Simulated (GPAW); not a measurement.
A run of GPAW 26.7.0 is set up as follows.

run.py

```python
from ase import Atoms
from ase.eos import EquationOfState
from ase.io import Trajectory
from ase.units import GPa
from gpaw import GPAW, PW, setup_paths

setup_paths.insert(0, '.')

atoms = Atoms(['Hg', 'Te'],
              cell=[[-3.045603, 3.045603, 1.55941],
                    [3.045603, -3.045603, 1.55941],
                    [3.045603, 3.045603, -1.55941]],
              scaled_positions=[[0.75, 0.25, 0.5],
                                [0.0, 0.0, 0.0]],
              pbc=True)

traj = Trajectory('eos.traj', 'w')
volumes, energies = [], []
for x in [0.94, 0.96, 0.98, 1.0, 1.02, 1.04, 1.06]:
    a = atoms.copy()
    a.set_cell(atoms.cell * x**(1 / 3), scale_atoms=True)
    calc = GPAW(mode=PW(600),
                xc='PBEsol',
                kpts={'size': (8, 8, 8), 'gamma': True},
                occupations={'name': 'fermi-dirac', 'width': 0.05},
                nbands=18,
                convergence={'density': 1e-05, 'energy': 1e-05},
                maxiter=150,
                txt=f'eos-{x:.2f}.txt')
    a.calc = calc
    energies.append(a.get_potential_energy(force_consistent=True))
    volumes.append(a.get_volume())
    p = -a.get_stress()[:3].mean() / GPa
    calc.write(f'eos-{x:.2f}.gpw')
    traj.write(a)
    print(f'{x:.2f} {volumes[-1]:10.4f} A^3 {energies[-1]:14.6f} eV {p:9.3f} GPa', flush=True)

v0, e0, B = EquationOfState(volumes, energies, eos='birchmurnaghan').fit()
print(f'V0 = {v0:.4f} A^3, E0 = {e0:.6f} eV, B0 = {B / GPa:.2f} GPa')
```

Potentials or basis: PAW data sets generated in the run's folder for this functional, pw.

Launch:

```sh
$ gpaw-setup -f PBEsol Hg Te
$ OMP_NUM_THREADS=1 python run.py
```

Task: What does it give for the bulk modulus at fixed shape and positions?

Result: 57 GPa (rough).

Task: Predict the equilibrium volume.

Result: 26.63 Å³/atom (rough: see the caveat).

Energy against volume, from the lowest point:
```csv
volume (Å³/atom),energy (meV/atom)
27.193,0.00
27.772,5.94
28.351,15.25
28.929,27.51
29.508,42.30
30.086,59.29
30.665,78.18
```

Caveat: the minimum lies outside the volumes run; the cell was scaled at fixed shape and fractional positions, which overstates the stiffness of a crystal with free parameters, most of all of layers and chains; the program warned that so skewed a cell can give wrong results. The run has no spin-orbit coupling, so splittings on Hg, Te are missing.
